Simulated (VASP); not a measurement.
# As (P-1) in VASP: reference runs

Reference runs on As: the cell as given.

All numbers are computed with VASP 6.6.1; they aren't measurements. Logs are shortened: lines on timing, memory, paths and dates and some standing lists are left out, and cuts for length are marked.

## Step 1: The cell of the first run

The typed cell holds 1 atom: a = 2.999 Å, b = 2.598 Å, c = 2.582 Å, α = 78.73°, β = 76.84°, γ = 93.49°.

## Step 2: Single point, PBE (cell sheared at random, sigma 0.1, atoms nudged by 0.01 Å)

INCAR

```
PREC = Accurate
ENCUT = 520
EDIFF = 1E-7
ISMEAR = -1
SIGMA = 0.05
LREAL = F
LASPH = T
NELM = 60
ALGO = Normal
ISIF = 2
LWAVE = F
LCHARG = F
GGA = PE
NBANDS = 8
```

KPOINTS

```
Automatic mesh
0
Gamma
  9 10 11
```

POSCAR

```
As
1.0
    2.9794804000     -0.1006165900      0.3237709600
   -0.1006165900      2.5830128800      0.2618843200
    0.3237709600      0.2618843200      2.5485519600
As
1
Direct
    0.5000000000      0.5000000000      0.5000000000
```

Potentials or basis: VASP PAW PBE potentials, release 64 (As).

Started as:

```sh
> cat potpaw_PBE.64/As/POTCAR > POTCAR
> mpirun -np 1 vasp_std > vasp.out
```

OUTCAR:

```text
PREC = Accurate
   ENCUT = 520
   EDIFF = 1E-7
   ISMEAR = -1
   LREAL = F
   LASPH = T
   NELM = 60
   ISIF = 2
   GGA = PE

 ion  position               nearest neighbor table
   1  0.500  0.500  0.500-

  LATTYP: Found a triclinic cell.
 ALAT       =     5.6561247992
 B/A-ratio  =     0.6800035884
 C/A-ratio  =     0.9385301920
 COS(alpha) =     0.0061830983
 COS(beta)  =     0.5422128882
 COS(gamma) =     0.8271459042

  Lattice vectors:

 A1 = (   2.4544762600,   4.8035248500,  -1.7010123600)
 A2 = (   2.8788638100,   2.4823962900,   0.5856552800)
 A3 = (  -0.7481585100,   2.0592442400,  -4.8352196000)

Analysis of symmetry for initial positions (statically):
=====================================================================
 Subroutine PRICEL returns:
 Original cell was already a primitive cell.

 Routine SETGRP: Setting up the symmetry group for a
 triclinic supercell.

 Subroutine GETGRP returns: Found  2 space group operations
 (whereof  2 operations were pure point group operations)
 out of a pool of  2 trial point group operations.

The static configuration has the point symmetry S_2 .

Analysis of symmetry for dynamics (positions and initial velocities):
=====================================================================
 Subroutine PRICEL returns:
 Original cell was already a primitive cell.

 Routine SETGRP: Setting up the symmetry group for a
 triclinic supercell.

 Subroutine GETGRP returns: Found  2 space group operations
 (whereof  2 operations were pure point group operations)
 out of a pool of  2 trial point group operations.

The dynamic configuration has the point symmetry S_2 .

 Subroutine INISYM returns: Found  2 space group operations
 (whereof  2 operations are pure point group operations),
 and found     1 'primitive' translations

----------------------------------------------------------------------------------------

                                     Primitive cell

  volume of cell :      19.0958

  direct lattice vectors                    reciprocal lattice vectors
     2.979480400 -0.100616590  0.323770960     0.341141460  0.017868729 -0.045175158
    -0.100616590  2.583012880  0.261884320     0.017868729  0.392156622 -0.042567327
     0.323770960  0.261884320  2.548551960    -0.045175158 -0.042567327  0.402492920

  length of vectors
     2.998708853  2.598203732  2.582349342     0.344583201  0.394864642  0.407250934

  position of ions in fractional coordinates (direct lattice)
     0.500000000  0.500000000  0.500000000

  ion indices of the primitive-cell ions
   primitive index   ion index
                 1           1

----------------------------------------------------------------------------------------

 KPOINTS: Automatic mesh

Automatic generation of k-mesh.
 Grid dimensions read from file:
 generate k-points for:    9   10   11

 Generating k-lattice:

  Cartesian coordinates                     Fractional coordinates (reciprocal lattice)
     0.037904607  0.001985414 -0.005019462     0.111111111  0.000000000 -0.000000000
     0.001786873  0.039215662 -0.004256733     0.000000000  0.100000000  0.000000000
    -0.004106833 -0.003869757  0.036590265     0.000000000  0.000000000  0.090909091

  Length of vectors
     0.038287022  0.039486464  0.037022812

  Shift w.r.t. Gamma in fractional coordinates (k-lattice)
     0.000000000  0.000000000  0.000000000

 Subroutine IBZKPT returns following result:
 ===========================================

 Found    496 irreducible k-points:

 Following reciprocal coordinates:
            Coordinates               Weight
  0.000000  0.000000  0.000000      1.000000
  0.111111 -0.000000  0.000000      2.000000
  0.222222 -0.000000  0.000000      2.000000
  0.333333 -0.000000  0.000000      2.000000
  0.444444 -0.000000  0.000000      2.000000
  0.000000  0.100000  0.000000      2.000000
[... 16 lines left out ...]
 -0.111111  0.200000 -0.000000      2.000000
 -0.000000  0.300000 -0.000000      2.000000
 [... further k-points ...]
   k-points           NKPTS =    496   k-points in BZ     NKDIM =    496   number of bands    NBANDS=      8
   number of dos      NEDOS =    301   number of ions     NIONS =      1
   total plane-waves  NPLWV =   9600
   dimension x,y,z NGX =    24 NGY =   20 NGZ =   20
   dimension x,y,z NGXF=    48 NGYF=   40 NGZF=   40
   ions per type =               1
   NGX,Y,Z   is equivalent  to a cutoff of  13.31, 12.80, 12.88 a.u.
   NGXF,Y,Z  is equivalent  to a cutoff of  26.61, 25.59, 25.75 a.u.
 SYSTEM =  unknown system
   PREC   = accura    normal or accurate (medium, high low for compatibility)
   ISTART =      0    job   : 0-new  1-cont  2-samecut
   ICHARG =      2    charge: 1-file 2-atom 10-const
   ISPIN  =      1    spin polarized calculation?
   LNONCOLLINEAR =      F non collinear calculations
   LSORBIT =      F    spin-orbit coupling
   LASPH  =      T    aspherical Exc in radial PAW
   ENCUT  =  520.0 eV  38.22 Ry    6.18 a.u.   5.58  4.83  4.80*2*pi/ulx,y,z
   NELM   =     60;   NELMIN=  2; NELMDL= -5     # of ELM steps
   EDIFF  = 0.1E-06   stopping-criterion for ELM
   LREAL  =      F    real-space projection
   EDIFFG = 0.1E-05   stopping-criterion for IOM
   NSW    =      0    number of steps for IOM
   IBRION =     -1    ionic relax: 0-MD 1-quasi-New 2-CG
   NFREE  =      0    steps in history (QN), initial steepest desc. (CG)
   ISIF   =      2    stress and relaxation
   ISYM   =      2    0-nonsym 1-usesym 2-fastsym
   POTIM  = 0.5000    time-step for ionic-motion
   TEBEG  =    0.0;   TEEND  =   0.0 temperature during run
   PSTRESS=    0.0 pullay stress
   NELECT =       5.0000    total number of electrons
   NUPDOWN=      -1.0000    fix difference up-down
   EMIN   =  10.00;   EMAX   =-10.00  energy-range for DOS
   EFERMI =   0.00;   METHOD = LEGACY
   ISMEAR =    -1;   SIGMA  =   0.05  broadening in eV -4-tet -1-fermi 0-gaus
   EFERMI_NEDOS =   21; number of points for ismear=-14 and -15
   IALGO  =     38    algorithm
   IMIX   =      4    mixing-type and parameters
     AMIX     =   0.40;   BMIX     =  1.00
     AMIX_MAG =   1.60;   BMIX_MAG =  1.00
  volume/ion in A,a.u.               =      19.10       128.86
  Fermi-wavevector in a.u.,A,eV,Ry     =   1.047335  1.979177 14.924385  1.096911
  Thomas-Fermi vector in A             =   2.182211
   LORBIT       =      0    0 simple, 1 ext, 2 COOP (PROOUT), +10 PAW based schemes
   GGA     = PE    functional components
   LHFCALC =     F    Hartree Fock is set to
   AEXX    =    0.0000 exact exchange contribution
   IVDW    =     0    specifies the selected vdW correction
   LEPSILON=     F    determine dielectric tensor
   LRPA    =     F    only Hartree local field effects (RPA)
 non-spin polarized calculation
  energy-cutoff  :      520.00
  volume of cell :       19.10
 maximum number of plane-waves:       524
   NGX = 11   NGY =  9   NGZ =  9

 number of electron       5.0000000 magnetization

 Free energy of the ion-electron system (eV)
  ---------------------------------------------------
  ext. energy  EPLUGINS =         0.00000000
  ---------------------------------------------------
  free energy    TOTEN  =        -4.25722223 eV

  energy without entropy =       -4.25254102  energy(sigma->0) =       -4.25488163

 E-fermi :   6.2985     XC(G=0): -10.6251

 val. band max:        6.2805154158   @ k =  -0.4444   0.2000   0.2727
 cond. band min:       6.2993611102   @ k =   0.1111   0.2000   0.0000
 fundamental gap:      0.0188456945
 Fermi energy:         6.2985152730

 k-point     1 :       0.0000    0.0000    0.0000
  band No.  band energies     occupation
      1      -9.0516      2.00000
      2       7.7736      0.00000
      3      12.1460      0.00000
      4      12.9979      0.00000
      5      13.6185      0.00000
      6      16.7977      0.00000
      7      19.5158      0.00000
      8      26.1474      0.00000

 k-point     2 :       0.1111   -0.0000    0.0000
  band No.  band energies     occupation
      1      -8.8800      2.00000
      2       6.0302      1.99070
      3      12.1740      0.00000
      4      13.5690      0.00000
      5      15.1386      0.00000
      6      16.9402      0.00000
      7      19.7603      0.00000
      8      24.3808      0.00000

 k-point     3 :       0.2222   -0.0000    0.0000
  band No.  band energies     occupation
      1      -8.3900      2.00000
      2       3.3364      2.00000
      3      12.3247      0.00000
      4      13.5655      0.00000
      5      17.2182      0.00000
      6      18.5133      0.00000
      7      20.5205      0.00000
      8      23.6930      0.00000

 k-point     4 :       0.3333   -0.0000    0.0000
  band No.  band energies     occupation
      1      -7.6866      2.00000
      2       1.0217      2.00000
      3      12.4724      0.00000
      4      13.6918      0.00000
      5      17.3283      0.00000
      6      19.7466      0.00000
      7      22.4894      0.00000
      8      24.4303      0.00000

 k-point     5 :       0.4444   -0.0000    0.0000
  band No.  band energies     occupation
      1      -7.0725      2.00000
      2      -0.4207      2.00000
      3      12.5471      0.00000
      4      13.8679      0.00000
      5      17.2280      0.00000
      6      19.7879      0.00000
      7      23.4061      0.00000
      8      24.7840      0.00000

 k-point     6 :       0.0000    0.1000    0.0000
  band No.  band energies     occupation
      1      -8.8313      2.00000
      2       7.9269      0.00000
      3       9.9124      0.00000
      4      13.2893      0.00000
      5      13.3808      0.00000
      6      18.5256      0.00000
      7      20.7133      0.00000
      8      25.7228      0.00000

 k-point     7 :       0.1111    0.1000    0.0000
  band No.  band energies     occupation
      1      -8.6246      2.00000
      2       5.9602      1.99770
      3       9.7542      0.00000
      4      13.1279      0.00000
      5      15.7530      0.00000
      6      18.8609      0.00000
      7      21.2685      0.00000
      8      25.1708      0.00000
[... 133 lines left out ...]
 k-point    20 :      -0.4444    0.2000   -0.0000
  band No.  band energies     occupation
      1      -6.3019      2.00000
      2       0.6099      2.00000
      3       8.0046      0.00000
      4      13.4024      0.00000
      5      15.4578      0.00000
      6      19.0674      0.00000
      7      24.1961      0.00000
      8      24.7436      0.00000

 k-point    21 :      -0.3333    0.2000   -0.0000
  band No.  band energies     occupation
      1      -6.9724      2.00000
      2       2.2589      2.00000
      3       7.9318      0.00000
      4      13.6645      0.00000
      5      15.5925      0.00000
      6      19.1329      0.00000
      7      22.8775      0.00000
      8      23.7351      0.00000

 k-point    22 :      -0.2222    0.2000   -0.0000
  band No.  band energies     occupation
      1      -7.6463      2.00000
      2       4.6527      2.00000
      3       7.4144      0.00000
      4      13.7766      0.00000
      5      16.7209      0.00000
      6      18.7544      0.00000
      7      20.4271      0.00000
      8      23.0965      0.00000

 k-point    23 :      -0.1111    0.2000   -0.0000
  band No.  band energies     occupation
      1      -8.0752      2.00000
      2       6.6292      0.00268
      3       7.4903      0.00000
      4      13.6688      0.00000
      5      15.2347      0.00000
      6      19.0637      0.00000
      7      20.2216      0.00000
      8      23.7104      0.00000

 k-point    24 :      -0.0000    0.3000   -0.0000
  band No.  band energies     occupation
      1      -7.1179      2.00000
      2       3.0749      2.00000
      3       9.1636      0.00000
      4      13.6806      0.00000
      5      15.0600      0.00000
      6      19.7987      0.00000
      7      20.3644      0.00000
      8      23.5420      0.00000

 [... further k-points ...]

------------------------ aborting loop because EDIFF is reached ----------------------------------------

  FORCE on cell =-STRESS in cart. coord.  units (eV):
  Direction    XX          YY          ZZ          XY          YZ          ZX
  --------------------------------------------------------------------------------------
  -------------------------------------------------------------------------------------
  Total       -0.5489245      1.5681800      1.7483386     -0.0257845     -0.6781906     -0.2754555
  in kB      -46.0559753    131.5737617    146.6894694     -2.1633749    -56.9016850    -23.1113213
  external PRESSURE =      77.4024186 kB  Pullay stress =       0.0000000 kB

 VOLUME and BASIS-vectors are now :
 -----------------------------------------------------------------------------
  energy-cutoff  :      520.00
  volume of cell :       19.10
      direct lattice vectors                 reciprocal lattice vectors
     2.979480400 -0.100616590  0.323770960     0.341141460  0.017868729 -0.045175158
    -0.100616590  2.583012880  0.261884320     0.017868729  0.392156622 -0.042567327
     0.323770960  0.261884320  2.548551960    -0.045175158 -0.042567327  0.402492920

 POSITION                                       TOTAL-FORCE (eV/Angst)
 -----------------------------------------------------------------------------------
      1.60132      1.37214      1.56710         0.000000      0.000000      0.000000
 -----------------------------------------------------------------------------------
    total drift:                               -0.000000     -0.000000     -0.000000

  FREE ENERGIE OF THE ION-ELECTRON SYSTEM (eV)
  ---------------------------------------------------
  free  energy   TOTEN  =        -4.2572222293 eV

  energy  without entropy=       -4.2525410233  energy(sigma->0) =       -4.25488163
```

Wall time 26 s (1 thread of AMD EPYC 9R45 (Zen 5), shared host); peak memory 0.15 GiB.

Results:

| Quantity | Value |
| --- | --- |
| Free energy | -4.2572 eV |
| Pressure | 7.7 GPa |
| Band gap on the k mesh | none (metal or under the smearing width) |

Levels at points of the mesh, in eV from the Fermi level:
```tsv
k point	band 1	band 2	band 3	band 4	band 5	band 6	band 7	band 8
(0.00, 0.00, 0.00)	-15.35	1.48	5.85	6.70	7.32	10.50	13.22	19.85
(0.00, 0.50, 0.00)	-11.22	-7.24	4.02	7.84	9.72	12.43	13.51	14.60
```
